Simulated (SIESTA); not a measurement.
## CdO (Monteponite) under changes of volume

One of the cells (13.229 Å³/atom); the others are scaled copies at fixed shape and fractional positions:

```
CELL_PARAMETERS angstrom
0.00000 2.36506 2.36506
2.36506 0.00000 2.36506
2.36506 2.36506 0.00000
ATOMIC_POSITIONS crystal
Cd 0.00000 0.00000 0.00000
O 0.50000 0.50000 0.50000
```

- Program: SIESTA 5.4.2
- Functional: PBE
- Potentials or basis: PseudoDojo 0.4 standard (PBE files)
- Basis: DZP (energy shift 0.003 Ry; two zetas on semicore shells)
- Grid cutoff: 800 Ry
- Energy shift: 0.003 Ry
- k mesh: 10 × 10 × 10
- Occupations: fermi-dirac, width 0.05 eV
- Spin: no spin polarisation

```csv
volume (Å³/atom),energy over the lowest point (meV/atom),pressure (GPa)
12.191,72.52,18.5
12.451,46.16,14.2
12.710,26.30,10.3
13.229,?,?
13.488,0.00,0.9
13.748,0.55,-1.6
```

Task: What does the run at 13.229 Å³/atom give?

Result: Energy over the lowest point 3.80 meV/atom; pressure 3.9 GPa.

Worked out: A Birch-Murnaghan fit of order 3 (a polynomial in V^(-2/3)) to the other rows has its minimum at 13.58 Å³/atom with B0 = V·E''(V) = 136 GPa and B' = 4.2. It gives 3.77 meV/atom at 13.229 Å³/atom, against the run's 3.80, and -dE/dV = 3.8 GPa, against 3.9.

Energies are extrapolated to zero smearing.

Caveats: the basis of atomic orbitals isn't converged, which shifts pressures, moduli and gaps.
